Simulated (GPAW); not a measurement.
Here is a GPAW 26.7.0 calculation.

File run.py:

```python
import numpy as np
from ase.dft.bandgap import bandgap
from ase.io import read, write
from ase.units import GPa
from gpaw import GPAW, PW, setup_paths
from gpaw.spinorbit import soc_eigenstates

setup_paths.insert(0, '.')

atoms = read('Zr.xyz')

calc = GPAW(mode=PW(600),
            xc='GGA_X_OPTX+GGA_C_LYP',
            kpts={'size': (7, 7, 4), 'gamma': True},
            occupations={'name': 'fermi-dirac', 'width': 0.05},
            nbands=24,
            convergence={'density': 1e-05, 'energy': 1e-05},
            eigensolver='davidson',
            maxiter=150,
            txt='gpaw.txt')
atoms.calc = calc
energy = atoms.get_potential_energy()
forces = atoms.get_forces()
stress = atoms.get_stress()
calc.write('gs.gpw')
write('result.traj', atoms)
print(f'Energy: {energy:.6f} eV')
print('Forces (eV/A):')
print(forces.round(4))
print('Stress (GPa):', (stress / GPa).round(3))
print('Fermi level:', round(calc.get_fermi_level(), 4), 'eV')
print(f'Gap: {bandgap(calc)[0]:.4f} eV, direct: {bandgap(calc, direct=True)[0]:.4f} eV')

path = atoms.cell.bandpath('GMKGALHA,LM,KH', npoints=100, eps=1e-4)
bs_calc = calc.fixed_density(kpts=path, symmetry='off', nbands=36,
                             convergence={'bands': 'CBM+6.0', 'eigenstates': 1e-6}, txt='bands.txt')
bs = bs_calc.band_structure()
bs.write('bs.json')
print(f'Gap on the path: {bandgap(bs_calc)[0]:.4f} eV')

soc = soc_eigenstates(bs_calc, theta=0, phi=0)
np.savetxt('soc_bands.dat', soc.eigenvalues(), fmt='%.4f')
mesh = soc_eigenstates('gs.gpw', theta=0, phi=0)
np.savetxt('soc_mesh.dat', mesh.eigenvalues(), fmt='%.4f')
print('Fermi level with spin-orbit coupling:', round(mesh.fermi_level, 4), 'eV')
```

Contents of Zr.xyz:

```xyz
2
Lattice="3.2320000000 0.0000000000 0.0000000000 -1.6160000000 2.7989941050 0.0000000000 0.0000000000 0.0000000000 5.1470000000" Properties=species:S:1:pos:R:3 pbc="T T T"
Zr     1.6160000002      0.9329980349      3.8602500000
Zr    -0.0000000002      1.8659960701      1.2867500000
```

Potentials or basis: PAW data sets generated in the run's folder for this functional, pw.

Launch:

```bash
$ gpaw-setup -f GGA_X_OPTX+GGA_C_LYP Zr
$ OMP_NUM_THREADS=1 python run.py
```

What does it give for the pressure?

-0.4 GPa.

What does it give for the band gap along the path?

None (metal or under the smearing width).

Stress tensor (GPa, compression positive):
```
-0.34  0.00  0.00
 0.00 -0.34  0.00
 0.00  0.00 -0.49
```

Caveat: spin-orbit coupling was added after a scalar SCF, so levels and gaps hold it while energy, forces, pressure and moments don't; this program's spin-orbit splittings come out too wide for heavy elements.
